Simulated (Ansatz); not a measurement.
Take Sb2Te3 in the Bi2Te3 type structure (space group R-3m, No. 166) as the base.

```
Sb2Te3
1.0
    2.14297     1.23725    10.31013
   -2.14297     1.23725    10.31013
    0.00000    -2.47449    10.31013
Sb Te
2 3
Direct
  0.39725   0.39725   0.39725
  0.60275   0.60275   0.60275
  0.00000   0.00000   0.00000
  0.21455   0.21455   0.21455
  0.78545   0.78545   0.78545
```

Calculations: Kohn–Sham DFT with the r2SCAN+rVV10 functional, run in Ansatz (an electronic-structure program) with PAW and 500 eV plane waves, no SOC.

For the base:

The In-plane lattice parameter a is 8.099 bohr and the shortest interatomic distance comes out as 5.670 bohr.

The change: a free-standing slab of 2 layers (10 atoms, 5 a layer) is cut normal to the stacking axis, with 15 Å of vacuum and the in-plane cell relaxed.

Task: What does the calculation give for the excess energy per area of both faces, in-plane lattice parameter a, thickness between the outermost nuclei and shortest interatomic distance after the change?

Result: The excess energy per area of both faces (slab less bulk energy over the cell's area: twice a surface energy) comes out as 0.33 J/m²; the in-plane lattice parameter a drops by 0.022 bohr (8.099 bohr → 8.077 bohr); the thickness between the outermost nuclei comes out as 17.69 Å; the shortest interatomic distance falls by 0.018 bohr (5.670 bohr → 5.652 bohr).

Slab and bulk use different k-meshes, which limits the precision of the excess energy. Stability against distortions was not tested.
